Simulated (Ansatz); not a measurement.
# Dielectric response of NaH (001) films, part 4 of 5

Aim: the electronic and static ε of rocksalt NaH (001) from films of three thicknesses in a field.

Ansatz 0.2.0; plane-wave DFT, PBE, Ansatz PAW (set soft_1); PAW set soft_1 (the session's first sound run).

So far. Step 17 (Response with the atoms relaxed, 10 atoms, units 5): The induced dipole is that of a conductor 11.80 Å thick. Step 18 (Relaxing the film, 16 atoms, units 8): The gap is 3.36 eV, with the valence edge 4.23 eV and the conduction edge 0.87 eV under the upper vacuum level.

### Step 19. Comparing the runs

Times are for 4 threads of Intel Xeon Platinum 8259CL at 2.50GHz (Skylake/Cascade Lake), shared host. The runs compared:

```csv
no.,units,gap by band count (eV),"ionisation energy, upper face (eV)","electron affinity, upper face (eV)",time,memory (GiB)
1,3,3.220,4.188,0.9678,12 s,0.54
2,5,3.334,4.223,0.8885,14 s,0.69
3,8,3.360,4.234,0.8743,27 s,0.92
```

The valence density, planar mean (3) oscillates, so the rows of the table below give means over windows of 1 Å about each position, cut where the curve ends. Its maxima inside the range that stand out by 2 % of the span (Å: e/Å³): 9.0: 1.09, 11.4: 1.11, 13.9: 1.09. Its minima: 10.3: 0.0404, 12.6: 0.0404.

The runs together. The valence density, planar mean by z; means over each step:

```csv
z (Å),3 (e/Å³),5 (e/Å³),8 (e/Å³)
5,2.5e-5,2.3e-5,2.0e-5
6,2.9e-4,2.7e-4,2.3e-4
7,0.00321,0.00297,0.00257
8,0.0488,0.0440,0.0351
9,0.708,0.695,0.675
10,0.0906,0.107,0.134
11,0.471,0.434,0.378
12,0.352,0.389,0.445
13,0.140,0.114,0.0939
14,0.672,0.693,0.706
15,0.0313,0.0615,0.0681
16,0.00242,0.604,0.559
17,2.2e-4,0.215,0.261
18,1.8e-5,0.255,0.197
19,1.5e-6,0.562,0.621
20,0,0.0197,0.0593
21,0,0.00168,0.681
22,0,1.5e-4,0.129
```

### Step 20. Single point on the relaxed film, 16 atoms, units 8

The next thickness, treated alike, so that differences show the interior and the faces cancel.

input.yaml

```yaml
crystal:
  lattice:
    - [3.45068109, 0.0, 0.0]
    - [0.0, 3.45068109, 0.0]
    - [0.0, 0.0, 35.08]
  atoms:
    - { symbol: Na, position: [0.5, 0.5, 0.2609091197] }
    - { symbol: H, position: [0.0, 0.0, 0.2600894278] }
    - { symbol: Na, position: [0.0, 0.0, 0.3287946717] }
    - { symbol: H, position: [0.5, 0.5, 0.3288716913] }
    - { symbol: Na, position: [0.5, 0.5, 0.3972790728] }
    - { symbol: H, position: [0.0, 0.0, 0.3972755847] }
    - { symbol: Na, position: [0.0, 0.0, 0.4657748899] }
    - { symbol: H, position: [0.5, 0.5, 0.4657714218] }
    - { symbol: Na, position: [0.5, 0.5, 0.5342251095] }
    - { symbol: H, position: [0.0, 0.0, 0.5342285758] }
    - { symbol: Na, position: [0.0, 0.0, 0.6027209273] }
    - { symbol: H, position: [0.5, 0.5, 0.602724414] }
    - { symbol: Na, position: [0.5, 0.5, 0.6712053293] }
    - { symbol: H, position: [0.0, 0.0, 0.6711283088] }
    - { symbol: Na, position: [0.0, 0.0, 0.7390908822] }
    - { symbol: H, position: [0.5, 0.5, 0.7399105735] }
kpoints:
  mp_grid: { grid: [8, 8, 1] }
hamiltonian:
  xc: pbe
  pseudopotentials: { kind: paw, azcp: { folder: soft_1 } }
scf:
  occupations: { method: fixed }
  convergence: { dr2_threshold: 1.0e-09 }
efield:
  axis: 3
  dipole_correction: true
  ramp_position: 0.97
  ramp_width: 0.06
output:
  eigenvalues: true
  dos: { projected: true, e_range: [-7, 7] }
  write_potential: true
  write_density: true
  volumetric_format: npy
checkpoint:
  write: end8.run
  compress: false
  write_wavefunctions: false
```

Launch:

```bash
> ansatz run input.yaml --threads 4 --pin off --max-ram 8192MiB --backend cpu --events-out ev --progress --plain --runs-dir out
```

Numbers of over 12 decimals in the logs are rounded to 6 here.

The program printed:

```text
[...]
Crystal: 16 atoms, lattice volume = 417.705 Å³
Basis set: ecut = 420 eV, 8145 PW (Γ)
Bands: 56, of which v1, the nominal top of the filled ones, is band 40 counted from 1 (39 counted from 0)
Symmetry: 8 space group operations
k-points: 15 of 64
[...]
k-point 1: bands = [... 36 lower, -3.3365, -2.7685, -2.2411, -1.8451, 2.0815, 2.0925, 3.1417, 3.5248, ... 12 higher]
  k-point 2: bands = [... 36 lower, -2.9521, -2.4700, -2.0622, -1.7911, 2.5164, 2.5220, 3.5402, 3.5571, ... 12 higher]
  k-point 14: bands = [... 36 lower, -1.6542, -1.6542, -1.4476, -1.4476, 3.0107, 3.0107, 3.2255, 3.2255, ... 12 higher]
[key lines of the parts left out:]
SCF converged after 10 iterations
Free energy (F): -12021.134635 eV
Fermi energy:    -1.447594 eV
Dipole field:    D = 0.000000 V/Å  (p = 0.000001 e·Å, saw-weighted, corrected)
Work function:   Φ+ = 4.2344 eV   Φ− = 4.2343 eV
```

Wall time 10 s (4 threads of Intel Xeon Platinum 8259CL at 2.50GHz (Skylake/Cascade Lake), shared host); peak memory 0.98 GiB; 39 s of CPU time.

Running mean over 2.44 Å of the planar mean; the ramp of the sawtooth is left out. Table of electron's electrostatic potential energy less the highest filled level by z:

z (Å), electron's electrostatic potential energy less the highest filled level (eV) and a bar from the least value:
```
        4       4.23 ##############################
        5       4.23 ##############################
        6       4.22 ##############################
        7       4.04 #############################
        8       1.62 #############
        9      -0.17 ##
       10      -0.39 
       11      -0.28 #
       12      -0.25 #
       13      -0.35 
       14      -0.24 #
       15      -0.37 
       16      -0.24 #
       17      -0.28 #
       18      -0.30 #
       19      -0.24 #
       20      -0.38 
       21      -0.24 #
       22      -0.33 #
       23      -0.26 #
       24      -0.26 #
       25      -0.42 
       26      -0.20 #
       27       1.29 ###########
       28       3.99 ############################
       29       4.21 ##############################
       30       4.23 ##############################
       31       4.23 ##############################
```

The gap is 3.36 eV, with the valence edge 4.23 eV and the conduction edge 0.87 eV under the upper vacuum level.

### Step 21. Single point, 16 atoms, units 8, field 0.1 V/Å

input.yaml: that of step 20 with these lines changed.

```diff
@@ -29,3 +29,3 @@
   occupations: { method: fixed }
-  convergence: { dr2_threshold: 1.0e-09 }
+  convergence: { dr2_threshold: 1.0e-10 }
 efield:
@@ -35,5 +35,4 @@
   ramp_width: 0.06
+  amplitude: 0.1
 output:
-  eigenvalues: true
-  dos: { projected: true, e_range: [-7, 7] }
   write_potential: true
@@ -41,5 +40 @@
   volumetric_format: npy
-checkpoint:
-  write: end8.run
-  compress: false
-  write_wavefunctions: false
```

The program printed:

```text
[...]
Crystal: 16 atoms, lattice volume = 417.705 Å³
Basis set: ecut = 420 eV, 8145 PW (Γ)
Bands: 56, of which v1, the nominal top of the filled ones, is band 40 counted from 1 (39 counted from 0)
Symmetry: 8 space group operations
k-points: 15 of 64
[...]
k-point 0: bands = [... 36 lower, -3.4787, -2.8910, -2.3333, -1.8611, 1.4822, 2.3305, 2.5618, 3.3768, ... 12 higher]
  k-point 1: bands = [... 36 lower, -3.3371, -2.7718, -2.2460, -1.8049, 1.6528, 2.4956, 2.7493, 3.4895, ... 12 higher]
  k-point 2: bands = [... 36 lower, -2.9551, -2.4782, -2.0731, -1.7341, 2.1081, 2.9083, 3.2664, 3.4754, ... 12 higher]
  k-point 14: bands = [... 36 lower, -1.6726, -1.5894, -1.5207, -1.1831, 2.9482, 2.9482, 3.2379, 3.2379, ... 12 higher]
[key lines of the parts left out:]
SCF converged after 11 iterations
Free energy (F): -12021.139143 eV
Fermi energy:    -1.183135 eV
Dipole field:    D = 0.039059 V/Å  (p = 0.090163 e·Å, saw-weighted, corrected)
```

The job ended after 11 s (4 threads; peak memory 0.95 GiB).

The dipole is 0.0902 e·Å, and the gap on the mesh 2.665 eV.

### Step 22. Single point, 16 atoms, units 8, field -0.1 V/Å

input.yaml: that of step 21 with these lines changed.

```diff
@@ -35,3 +35,3 @@
   ramp_width: 0.06
-  amplitude: 0.1
+  amplitude: -0.1
 output:
```

The program printed:

```text
[...]
Crystal: 16 atoms, lattice volume = 417.705 Å³
Basis set: ecut = 420 eV, 8145 PW (Γ)
Bands: 56, of which v1, the nominal top of the filled ones, is band 40 counted from 1 (39 counted from 0)
Symmetry: 8 space group operations
k-points: 15 of 64
[...]
k-point 0: bands = [... 36 lower, -3.4787, -2.8910, -2.3333, -1.8611, 1.4822, 2.3305, 2.5618, 3.3768, ... 12 higher]
  k-point 1: bands = [... 36 lower, -3.3371, -2.7718, -2.2460, -1.8049, 1.6528, 2.4956, 2.7493, 3.4895, ... 12 higher]
  k-point 2: bands = [... 36 lower, -2.9551, -2.4782, -2.0731, -1.7341, 2.1081, 2.9083, 3.2664, 3.4753, ... 12 higher]
  k-point 14: bands = [... 36 lower, -1.6726, -1.5894, -1.5207, -1.1831, 2.9482, 2.9482, 3.2379, 3.2379, ... 12 higher]
[key lines of the parts left out:]
SCF converged after 11 iterations
Free energy (F): -12021.139143 eV
Fermi energy:    -1.183133 eV
Dipole field:    D = -0.039059 V/Å  (p = -0.090163 e·Å, saw-weighted, corrected)
```

Wall time 12 s (4 threads); peak memory 0.95 GiB.

The dipole is -0.0902 e·Å, and the gap on the mesh 2.665 eV.

### Step 23. Response with the atoms held, 16 atoms, units 8

This step: plane-wave DFT, PBE, Ansatz PAW (set soft_1); response to a field along the normal, atoms held; PAW set soft_1 (Ansatz 0.2.0).

Local field over the applied field, running mean. From the potentials at -0.1 and 0.1 V/Å; running mean over 2.44 Å, taken twice. Local field over applied field against z:

z (Å), local field over applied field and a bar from the least value:
```
      4.5      0.996 ##############################
      5.0      0.989 ##############################
      5.5      0.974 #############################
      6.0      0.943 ############################
      6.5      0.884 #########################
      7.0      0.793 #####################
      7.5      0.676 ################
      8.0      0.552 ###########
      8.5      0.441 ######
      9.0      0.360 ###
      9.5      0.314 #
     10.0      0.301 
     10.5      0.304 
     11.0      0.311 
     11.5      0.316 #
     12.0      0.319 #
     12.5      0.321 #
     13.0      0.322 #
     13.5      0.322 #
     14.0      0.322 #
     14.5      0.322 #
     15.0      0.322 #
     15.5      0.322 #
     16.0      0.322 #
     16.5      0.322 #
     17.0      0.322 #
     17.5      0.322 #
     18.0      0.322 #
     18.5      0.322 #
     19.0      0.322 #
     19.5      0.322 #
     20.0      0.322 #
     20.5      0.322 #
     21.0      0.322 #
     21.5      0.322 #
     22.0      0.322 #
     22.5      0.321 #
     23.0      0.320 #
     23.5      0.317 #
     24.0      0.312 
     24.5      0.305 
     25.0      0.300 
     25.5      0.311 
     26.0      0.350 ##
     26.5      0.426 #####
     27.0      0.533 ##########
     27.5      0.657 ###############
     28.0      0.776 #####################
     28.5      0.872 #########################
     29.0      0.935 ###########################
     29.5      0.970 #############################
     30.0      0.987 ##############################
     30.5      0.995 ##############################
```

The induced dipole is that of a conductor 13.70 Å thick.

### Step 24. Relaxing in the field, 16 atoms, units 8, field 0.05 V/Å

This step: plane-wave DFT, PBE, Ansatz PAW (set soft_1); PAW set soft_1 (Ansatz 0.2.0).

The same pair of relaxations in the field for this thickness.

input.yaml: that of step 22 with these lines changed.

```diff
@@ -35,3 +35,6 @@
   ramp_width: 0.06
-  amplitude: -0.1
+  amplitude: 0.05
+relax:
+  f_tol: 0.0006
+  max_steps: 70
 output:
```

The program printed:

```text
[...]
Crystal: 16 atoms, lattice volume = 417.705 Å³
Basis set: ecut = 420 eV, 8145 PW (Γ), exchange–correlation on 48×48×480 points (8 copies of the dense FFT grid, shifted against one another)
Bands: 56, of which v1, the nominal top of the filled ones, is band 40 counted from 1 (39 counted from 0)
Symmetry: 8 space group operations
k-points: 15 of 64
[...]
- { symbol: Na, position: [0, 0.0, 0.465840] }
    - { symbol: H, position: [0.5, 0.5, 0.465687] }
    - { symbol: Na, position: [0.5, 0.5, 0.534320] }
    - { symbol: H, position: [0, 0.0, 0.534163] }
    - { symbol: Na, position: [0, 0.0, 0.602792] }
    - { symbol: H, position: [0.5, 0.5, 0.602645] }
    - { symbol: Na, position: [0.5, 0.5, 0.671299] }
    - { symbol: H, position: [0, 0.0, 0.671083] }
    - { symbol: Na, position: [0, 0.0, 0.739234] }
    - { symbol: H, position: [0.5, 0.5, 0.739798] }
[key lines of the parts left out:]
SCF converged after 5 iterations
Free energy (F): -12021.136105 eV
Fermi energy:    -1.408645 eV
Dipole field:    D = 0.025967 V/Å  (p = 0.059942 e·Å, saw-weighted, corrected)
```

Run time: 31 s. Hardware: 4 threads; peak memory 0.89 GiB.

The relaxation took 6 steps and lowered the energy by 3.8e-4 eV; the largest force on the free atoms ends at 4.5e-5 eV/Å.

The dipole is 0.0599 e·Å, and the gap on the mesh 3.221 eV.

### Step 25. Field on, atoms free, 16 atoms, units 8, field -0.05 V/Å

The opposite sign, again from the field-free geometry; the difference of the two cancels what relaxes without a field.

input.yaml: that of step 24 with these lines changed.

```diff
@@ -35,3 +35,3 @@
   ramp_width: 0.06
-  amplitude: 0.05
+  amplitude: -0.05
 relax:
```

The program printed:

```text
[...]
Crystal: 16 atoms, lattice volume = 417.705 Å³
Basis set: ecut = 420 eV, 8145 PW (Γ), exchange–correlation on 48×48×480 points (8 copies of the dense FFT grid, shifted against one another)
Bands: 56, of which v1, the nominal top of the filled ones, is band 40 counted from 1 (39 counted from 0)
Symmetry: 8 space group operations
k-points: 15 of 64
[...]
- { symbol: Na, position: [0, 0.0, 0.465681] }
    - { symbol: H, position: [0.5, 0.5, 0.465837] }
    - { symbol: Na, position: [0.5, 0.5, 0.534160] }
    - { symbol: H, position: [0, 0.0, 0.534313] }
    - { symbol: Na, position: [0, 0.0, 0.602630] }
    - { symbol: H, position: [0.5, 0.5, 0.602796] }
    - { symbol: Na, position: [0.5, 0.5, 0.671144] }
    - { symbol: H, position: [0, 0.0, 0.671214] }
    - { symbol: Na, position: [0, 0.0, 0.739028] }
    - { symbol: H, position: [0.5, 0.5, 0.740031] }
[key lines of the parts left out:]
SCF converged after 5 iterations
Free energy (F): -12021.136105 eV
Fermi energy:    -1.408678 eV
Dipole field:    D = -0.025970 V/Å  (p = -0.059949 e·Å, saw-weighted, corrected)
```

The job ended after 23 s (4 threads; peak memory 0.88 GiB; 87 s of CPU time).

The relaxation took 4 steps and lowered the energy by 3.8e-4 eV; the largest force on the free atoms ends at 7.6e-5 eV/Å.

The dipole is -0.0599 e·Å, and the gap on the mesh 3.222 eV.

### Step 26. Response with the atoms relaxed, 16 atoms, units 8

This step: plane-wave DFT, PBE, Ansatz PAW (set soft_1); response to a field along the normal, atoms relaxed; PAW set soft_1 (Ansatz 0.2.0).

Local field over the applied field, running mean. From the potentials at -0.05 and 0.05 V/Å; running mean over 2.44 Å, taken twice. The local field over applied field by z:

z (Å), local field over applied field and a bar from the least value:
```
      4.5      0.996 ##############################
      5.0      0.991 ##############################
      5.5      0.977 #############################
      6.0      0.950 #############################
      6.5      0.916 ############################
      7.0      0.787 ########################
      7.5      0.574 ##################
      8.0      0.380 ############
      8.5      0.201 #######
      9.0      0.033 ##
      9.5     -0.021 
     10.0      0.027 #
     10.5      0.060 ##
     11.0      0.092 ###
     11.5      0.119 ####
     12.0      0.129 ####
     12.5      0.119 ####
     13.0      0.114 ####
     13.5      0.108 ####
     14.0      0.104 ####
     14.5      0.105 ####
     15.0      0.106 ####
     15.5      0.107 ####
     16.0      0.107 ####
     16.5      0.107 ####
     17.0      0.108 ####
     17.5      0.108 ####
     18.0      0.108 ####
     18.5      0.108 ####
     19.0      0.107 ####
     19.5      0.107 ####
     20.0      0.106 ####
     20.5      0.105 ####
     21.0      0.104 ####
     21.5      0.107 ####
     22.0      0.113 ####
     22.5      0.119 ####
     23.0      0.128 ####
     23.5      0.123 ####
     24.0      0.097 ###
     24.5      0.066 ###
     25.0      0.032 ##
     25.5     -0.017 
     26.0      0.007 #
     26.5      0.170 ######
     27.0      0.350 ###########
     27.5      0.543 #################
     28.0      0.757 #######################
     28.5      0.910 ###########################
     29.0      0.947 #############################
     29.5      0.974 #############################
     30.0      0.989 ##############################
     30.5      0.996 ##############################
```

The induced dipole is that of a conductor 18.22 Å thick.

### Step 27. Electronic ε from the series

This step: plane-wave DFT, PBE, Ansatz PAW (set soft_1); permittivity from the thickness series, atoms held; PAW set soft_1 (Ansatz 0.2.0).

Each added layer adds t(1 − 1/ε) to the dipole term, so the slope against thickness gives ε without a choice of where the film ends.

This step gave:

* slope: 0.6777
* intercept of the fit: 2.295 Å
* ε of the interior: 3.103

The equivalent conductor thickness by distance between the outer atoms:

```csv
distance between the outer atoms (Å),equivalent conductor thickness (Å)
4.82,5.56
9.63,8.82
16.83,13.7
```

By hand, from the thinnest and the thickest film: slope = (13.702 − 5.563) / (16.832 − 4.824) = 0.678, so ε = 1/(1 − 0.678) = 3.10.

### Step 28. Static ε from the series

This step: plane-wave DFT, PBE, Ansatz PAW (set soft_1); permittivity from the thickness series, atoms relaxed; PAW set soft_1 (Ansatz 0.2.0).

The same fit for the relaxed films. The nearer its slope lies to 1, the more ε hangs on small errors.

This step gave:

```
slope                : 0.8917
intercept of the fit : 3.211 Å
ε of the interior    : 9.232
```

Equivalent conductor thickness against distance between the outer atoms:

```csv
distance between the outer atoms (Å),equivalent conductor thickness (Å)
4.82,7.51
9.63,11.8
16.83,18.2
```

By hand, from the thinnest and the thickest film: slope = (18.220 − 7.509) / (16.832 − 4.821) = 0.892, so ε = 1/(1 − 0.892) = 9.24. One nm of such a film has the capacitance of 3.9/9.24 = 0.42 nm of SiO₂ (its equivalent oxide thickness).

### Step 29. The bulk crystal

This step: plane-wave DFT, PBE, Ansatz PAW (set soft_1); PAW set soft_1 (Ansatz 0.2.0).

System of this step: rocksalt NaH. The structure is cubic, space group Fm-3m (No. 225). The conventional cell has a = 4.880 Å, b = 4.880 Å, c = 4.880 Å, α = 90.00°, β = 90.00°, γ = 90.00°. Nearest to Na lie 6 H at 2.44 Å. Nearest to H lie 6 Na at 2.44 Å. Farther neighbours are not listed.

Band edges are better read in the bulk than in a thin slab, where confinement and surface states shift them. The bulk run gives them against its mean potential.

input.yaml

```yaml
crystal:
  lattice:
    - [0.0, 2.44, 2.44]
    - [2.44, 0.0, 2.44]
    - [2.44, 2.44, 0.0]
  atoms:
    - { symbol: Na, position: [0.0, 0.0, 0.0] }
    - { symbol: H, position: [0.5, 0.5, 0.5] }
kpoints:
  mp_grid: { grid: [10, 10, 10] }
  band_path: { path: [VBM, CBM], npoints: 1 }
hamiltonian:
  xc: pbe
  pseudopotentials: { kind: paw, azcp: { folder: soft_1 } }
scf:
  occupations: { method: fixed }
  convergence: { dr2_threshold: 1.0e-09 }
output:
  eigenvalues: true
checkpoint:
  write: bulk.run
  compress: false
  write_wavefunctions: false
```

The program printed:

```text
[...]
Crystal: 2 atoms, lattice volume = 29.054 Å³
Basis set: ecut = 420 eV, 537 PW (Γ)
Bands: 9, of which v1, the nominal top of the filled ones, is band 5 counted from 1 (4 counted from 0)
Symmetry: 48 space group operations
[...]
k-points: 47 of 1000
[...]
SCF iter   1: F=—  HF=-1502.965185 eV  |F-HF|=—  |Δ(HF+E_count)|=         —  Δρ=5.11e-2  dr2=8.86e-1  ethr=3.10e-3  ⟨swp⟩=4.3  Hψ=2421  notcnv=0  defer=74
[...]
SCF iter   7: F=-1502.679832 eV  HF=-1502.679832 eV  |F-HF|=3.50e-11  |Δ(HF+E_count)|=   3.93e-9  Δρ=3.32e-7  dr2=1.92e-11  ethr=1.00e-11  ⟨swp⟩=5.0  Hψ=1690  notcnv=0
SCF 1 converged in 7 iterations: F = -1502.679832 eV  dr2 = 1.92e-11
[...]
SCF converged after 7 iterations
Free energy (F): -1502.679832 eV
[...]
Internal energy: -1502.679832 eV  (E = F + TS)
E sigma→0 (E₀):  -1502.679832 eV
Fermi energy:    0.580675 eV
[...]
--- Band table (eV; the first three rows and the last of 47) ---
[...]
```

It took 0.96 s on 4 threads; peak memory 0.31 GiB.

Numbers from this step:

```
gap on the k-mesh                  : 3.731 eV
gap along the path                 : 3.714 eV
smallest direct gap along the path : 4.557 eV
gap, the smaller of path and mesh  : 3.714 eV
```

The gap is 3.71 eV.

[end of part 4 of 5]

[Logs are printed without paths, hosts, clocks, repeated set-up lines and the standing remarks that a program may print on its own settings, such as how far it seeks lower states.]

[Hosts, paths, dates, database ids (printed as entryN), source tags and the programs' standing remarks are cut or masked in the printed files.]

[Maps of the electrostatic potential energy from Ansatz leave out the sawtooth potential of an applied field or a dipole correction, so their vacuum need not be flat; planar profiles and work functions include it.]
